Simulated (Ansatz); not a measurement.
# Residual resistivity of an alloy: Mo(100) with 4 layers of random Mo-Rh, 2x2, part 2 of 2

Wanted: resistance against the alloy's length, first Mo(100) with 4 layers of random Mo-Rh, 2x2.

Ansatz 0.2.0; Ansatz plane-wave DFT, PBE, PAW files; ballistic transport by layer matching (Landauer), zero bias; PAW set soft_1.

So far. Step 3 (With 8 alloy layers): Over the solved energies the transmission per spin lies between 2.19 and 2.29, out of 6.68 channels of the lead on average (up to 6.84).

**4. With 12 alloy layers**

In 12 layers a share of 0.5 of the sites is given to Rh at random. A fresh draw is used; the growth of the resistance with length is what counts.

System of this step: Mo(100) with 12 layers of random Mo-Rh, 2x2. The cell holds 88 atoms: 64 Mo and 24 Rh. Cell: a = 6.294 Å, b = 6.294 Å, c = 34.617 Å, α = 90.0°, β = 90.0°, γ = 90.0°. It derives from Mo. Regions: lead, 40 atoms (40 Mo); scattering region, 48 atoms (24 Rh and 24 Mo). The structure is stacked along c, and the current runs across the ab planes.

File input.yaml:

```yaml
crystal:
  lattice:
    - [6.294, 0.0, 0.0]
    - [0.0, 6.294, 0.0]
    - [0.0, 0.0, 34.617]
  atoms:
    - { symbol: Mo, position: [0.0, 0.0, 0.0227272727] }
    - { symbol: Mo, position: [0.0, 0.5, 0.0227272727] }
    - { symbol: Mo, position: [0.5, 0.0, 0.0227272727] }
    - { symbol: Mo, position: [0.5, 0.5, 0.0227272727] }
    - { symbol: Mo, position: [0.25, 0.25, 0.0681818182] }
    - { symbol: Mo, position: [0.25, 0.75, 0.0681818182] }
    - { symbol: Mo, position: [0.75, 0.25, 0.0681818182] }
    - { symbol: Mo, position: [0.75, 0.75, 0.0681818182] }
    - { symbol: Mo, position: [0.0, 0.0, 0.1136363636] }
    - { symbol: Mo, position: [0.0, 0.5, 0.1136363636] }
    - { symbol: Mo, position: [0.5, 0.0, 0.1136363636] }
    - { symbol: Mo, position: [0.5, 0.5, 0.1136363636] }
    - { symbol: Mo, position: [0.25, 0.25, 0.1590909091] }
    - { symbol: Mo, position: [0.25, 0.75, 0.1590909091] }
    - { symbol: Mo, position: [0.75, 0.25, 0.1590909091] }
    - { symbol: Mo, position: [0.75, 0.75, 0.1590909091] }
    - { symbol: Mo, position: [0.0, 0.0, 0.2045454545] }
    - { symbol: Mo, position: [0.0, 0.5, 0.2045454545] }
    - { symbol: Mo, position: [0.5, 0.0, 0.2045454545] }
    - { symbol: Mo, position: [0.5, 0.5, 0.2045454545] }
    - { symbol: Rh, position: [0.25, 0.25, 0.25] }
    - { symbol: Mo, position: [0.25, 0.75, 0.25] }
    - { symbol: Rh, position: [0.75, 0.25, 0.25] }
    - { symbol: Rh, position: [0.75, 0.75, 0.25] }
    - { symbol: Rh, position: [0.0, 0.0, 0.2954545455] }
    - { symbol: Mo, position: [0.0, 0.5, 0.2954545455] }
    - { symbol: Rh, position: [0.5, 0.0, 0.2954545455] }
    - { symbol: Mo, position: [0.5, 0.5, 0.2954545455] }
    - { symbol: Mo, position: [0.25, 0.25, 0.3409090909] }
    - { symbol: Mo, position: [0.25, 0.75, 0.3409090909] }
    - { symbol: Mo, position: [0.75, 0.25, 0.3409090909] }
    - { symbol: Mo, position: [0.75, 0.75, 0.3409090909] }
    - { symbol: Rh, position: [0.0, 0.0, 0.3863636364] }
    - { symbol: Rh, position: [0.0, 0.5, 0.3863636364] }
    - { symbol: Mo, position: [0.5, 0.0, 0.3863636364] }
    - { symbol: Mo, position: [0.5, 0.5, 0.3863636364] }
    - { symbol: Rh, position: [0.25, 0.25, 0.4318181818] }
    - { symbol: Rh, position: [0.25, 0.75, 0.4318181818] }
    - { symbol: Mo, position: [0.75, 0.25, 0.4318181818] }
    - { symbol: Mo, position: [0.75, 0.75, 0.4318181818] }
    - { symbol: Rh, position: [0.0, 0.0, 0.4772727273] }
    - { symbol: Rh, position: [0.0, 0.5, 0.4772727273] }
    - { symbol: Rh, position: [0.5, 0.0, 0.4772727273] }
    - { symbol: Rh, position: [0.5, 0.5, 0.4772727273] }
    - { symbol: Mo, position: [0.25, 0.25, 0.5227272727] }
    - { symbol: Rh, position: [0.25, 0.75, 0.5227272727] }
    - { symbol: Mo, position: [0.75, 0.25, 0.5227272727] }
    - { symbol: Rh, position: [0.75, 0.75, 0.5227272727] }
    - { symbol: Rh, position: [0.0, 0.0, 0.5681818182] }
    - { symbol: Rh, position: [0.0, 0.5, 0.5681818182] }
    - { symbol: Rh, position: [0.5, 0.0, 0.5681818182] }
    - { symbol: Mo, position: [0.5, 0.5, 0.5681818182] }
    - { symbol: Mo, position: [0.25, 0.25, 0.6136363636] }
    - { symbol: Mo, position: [0.25, 0.75, 0.6136363636] }
    - { symbol: Mo, position: [0.75, 0.25, 0.6136363636] }
    - { symbol: Rh, position: [0.75, 0.75, 0.6136363636] }
    - { symbol: Mo, position: [0.0, 0.0, 0.6590909091] }
    - { symbol: Mo, position: [0.0, 0.5, 0.6590909091] }
    - { symbol: Mo, position: [0.5, 0.0, 0.6590909091] }
    - { symbol: Mo, position: [0.5, 0.5, 0.6590909091] }
    - { symbol: Mo, position: [0.25, 0.25, 0.7045454545] }
    - { symbol: Rh, position: [0.25, 0.75, 0.7045454545] }
    - { symbol: Rh, position: [0.75, 0.25, 0.7045454545] }
    - { symbol: Rh, position: [0.75, 0.75, 0.7045454545] }
    - { symbol: Mo, position: [0.0, 0.0, 0.75] }
    - { symbol: Mo, position: [0.0, 0.5, 0.75] }
    - { symbol: Rh, position: [0.5, 0.0, 0.75] }
    - { symbol: Rh, position: [0.5, 0.5, 0.75] }
    - { symbol: Mo, position: [0.25, 0.25, 0.7954545455] }
    - { symbol: Mo, position: [0.25, 0.75, 0.7954545455] }
    - { symbol: Mo, position: [0.75, 0.25, 0.7954545455] }
    - { symbol: Mo, position: [0.75, 0.75, 0.7954545455] }
    - { symbol: Mo, position: [0.0, 0.0, 0.8409090909] }
    - { symbol: Mo, position: [0.0, 0.5, 0.8409090909] }
    - { symbol: Mo, position: [0.5, 0.0, 0.8409090909] }
    - { symbol: Mo, position: [0.5, 0.5, 0.8409090909] }
    - { symbol: Mo, position: [0.25, 0.25, 0.8863636364] }
    - { symbol: Mo, position: [0.25, 0.75, 0.8863636364] }
    - { symbol: Mo, position: [0.75, 0.25, 0.8863636364] }
    - { symbol: Mo, position: [0.75, 0.75, 0.8863636364] }
    - { symbol: Mo, position: [0.0, 0.0, 0.9318181818] }
    - { symbol: Mo, position: [0.0, 0.5, 0.9318181818] }
    - { symbol: Mo, position: [0.5, 0.0, 0.9318181818] }
    - { symbol: Mo, position: [0.5, 0.5, 0.9318181818] }
    - { symbol: Mo, position: [0.25, 0.25, 0.9772727273] }
    - { symbol: Mo, position: [0.25, 0.75, 0.9772727273] }
    - { symbol: Mo, position: [0.75, 0.25, 0.9772727273] }
    - { symbol: Mo, position: [0.75, 0.75, 0.9772727273] }
kpoints:
  mp_grid: { grid: [4, 4, 1] }
hamiltonian:
  xc: pbe
  pseudopotentials: { kind: paw, azcp: { folder: soft_1 } }
scf:
  occupations: { method: fermi_dirac, width: 0.1 }
output:
  transmission: { leads: [[0, 4]], kmesh: [8, 8], e_range: [-0.05, 0.05], de: 0.05 }
  write_potential: true
  write_density: true
  volumetric_format: npy
```

Started as:

```
$ ansatz run input.yaml --threads 4 --pin off --max-ram 15360MiB --backend cpu --events-out ev --progress --plain --runs-dir out
```

Numbers of over 12 decimals in the logs are rounded to 6 here.

Output:

```text
[...]
Crystal: 88 atoms, lattice volume = 1371.333 Å³
Basis set: ecut = 420 eV, 26839 PW (Γ)
Bands: 783, of which v1, the nominal top of the filled ones, is band 652 counted from 1 (651 counted from 0)
Symmetry: 1 space group operations
[...]
k-points: 10 of 16 (time reversal used)
[...]
SCF iter   1: F=—  HF=-470916.275882 eV  |F-HF|=—  |Δ(HF+E_count)|=         —  Δρ=1.35e-1  dr2=2.62e3  ethr=3.10e-3  ⟨swp⟩=5.0  Hψ=23392  notcnv=0
[...]
SCF iter  11: F=-470851.282795 eV  HF=-470851.282795 eV  |F-HF|=3.73e-9  |Δ(HF+E_count)|=   2.50e-9  Δρ=2.68e-7  dr2=4.21e-9  ethr=7.67e-12  ⟨swp⟩=2.0  Hψ=14319  notcnv=0
SCF 1 converged in 11 iterations: F = -470851.282795 eV  dr2 = 4.21e-9
[...]
transmission: 228 of 2278 steps passed
transmission: 456 of 2278 steps passed
[...]
transmission: 2278 of 2278 steps passed
SCF converged after 11 iterations
Free energy (F): -470851.282795 eV
[...]
Internal energy: -470848.001195 eV  (E = F + TS)
E sigma→0 (E₀):  -470849.641995 eV
Entropy (-TS):   -3.281601 eV (-37.291 meV/atom)
Fermi energy:    20.645947 eV
[...]
--- Band table (eV; the first three rows and the last of 10) ---
  k-point 0: bands = [... 648 lower, 20.6612, 20.6839, 20.6988, 20.7409, 20.7494, 20.7782, 20.7931, 20.7977, ... 127 higher]
  k-point 1: bands = [... 648 lower, 20.5959, 20.6110, 20.6144, 20.6267, 20.6458, 20.6690, 20.6767, 20.6884, ... 127 higher]
  k-point 2: bands = [... 648 lower, 20.5364, 20.5443, 20.5598, 20.6036, 20.6423, 20.6625, 20.6888, 20.7146, ... 127 higher]
  k-point 9: bands = [... 648 lower, 20.6254, 20.6711, 20.6826, 20.6981, 20.7289, 20.7687, 20.7909, 20.8151, ... 127 higher]
--- Transmission ---
  basis      : 349 plane waves across, 67 finite elements along
  points     : 34, standing for a mesh of 8 x 8
[...]
channels       : 6.593750e0 a spin
[...]
slowest decay  : 0.0461 /Å at (0.5000, 0.3750)
  junction   : crystal 0 to crystal 0, 0.70 to 33.74 Å
    transmission   : 1.840859e0 a spin
[...]
```

It took 32 min on 4 threads of Arm Neoverse V1, shared host; peak memory 8.7 GiB.

This step gave:

- free energy: -470851.2828 eV
- energy at zero smearing: -470849.6420 eV
- Fermi energy: 20.65 eV
- transmission per spin nearest the Fermi level: 1.841
- step of the lead's potential: 13.5 meV

Per spin. The transmission, zone mean by energy, zero at the Fermi level:

| energy (eV) | transmission, zone mean |
| --- | --- |
| -0.0500 | 1.79 |
| 0.0000 | 1.84 |
| 0.0500 | 1.85 |

Over the solved energies the transmission per spin lies between 1.79 and 1.85, out of 6.66 channels of the lead on average (up to 6.84).

**5. Resistance against length**

This step: Ansatz plane-wave DFT, PBE, PAW files; ballistic transport by layer matching (Landauer), zero bias; residual resistivity from the slope of the area resistance, atoms on the host's lattice; PAW set soft_1 (Ansatz 0.2.0).

Numbers from this step:

```yaml
resistivity: 94.82 µΩ cm
intercept: 0.2663 fΩ m²
scatter_about_the_fit: 0.03214 fΩ m²
```

Resistance, by row:

| run | length (Å) | T | channels N | RA (fΩ m²) |
| --- | --- | --- | --- | --- |
| n4 | 6.294 | 3.179 | 6.656 | 0.8404 |
| n8 | 12.59 | 2.251 | 6.677 | 1.505 |
| n12 | 18.88 | 1.825 | 6.656 | 2.034 |

The area resistance by length of the alloy:

| length of the alloy (Å) | area resistance (fΩ m²) |
| --- | --- |
| 6.29 | 0.840 |
| 12.59 | 1.51 |
| 18.88 | 2.03 |

The area resistance goes from 0.84 to 2.0 fΩ m² between 6.3 and 18.9 Å, a slope of 95 µΩ cm.

By hand from the end points: (2.034 − 0.8404) fΩ m² / (18.88 − 6.29) Å = 95 µΩ cm, since 1 fΩ m² per Å is 1000 µΩ cm.

**6. Results**

* resistivity from the slope: 94.8 µΩ cm
* area resistance over 6.29 Å: 0.840 fΩ m²
* area resistance over 12.6 Å: 1.51 fΩ m²
* area resistance over 18.9 Å: 2.03 fΩ m²

The slope gives 95 µΩ cm. The points scatter by 0.032 fΩ m² about the line, with one random draw a length in a 2x2 cell, so the slope is a rough value. Read with a model of isotropic scattering on a spherical Fermi surface and the lead's 1.3×10¹⁵ S/m², this slope means a mean free path near 6.1 Å (a rough figure, since the alloy's own channel count differs); over these lengths the model's slope is within 3 % of its bulk resistivity. The atoms sit on the host's lattice, so scattering by size misfit is left out. With 50 % of Rh, whose own structure is another, this is a hypothetical phase. A lead's potential steps by up to 28 meV from period to period, which the log calls too much, so longer leads could move the result.

[Logs are printed without paths, hosts, clocks, repeated set-up lines and the standing remarks that a program may print on its own settings, such as how far it seeks lower states.]

[Hosts, paths, dates, database ids (printed as entryN), source tags and the programs' standing remarks are cut or masked in the printed files.]
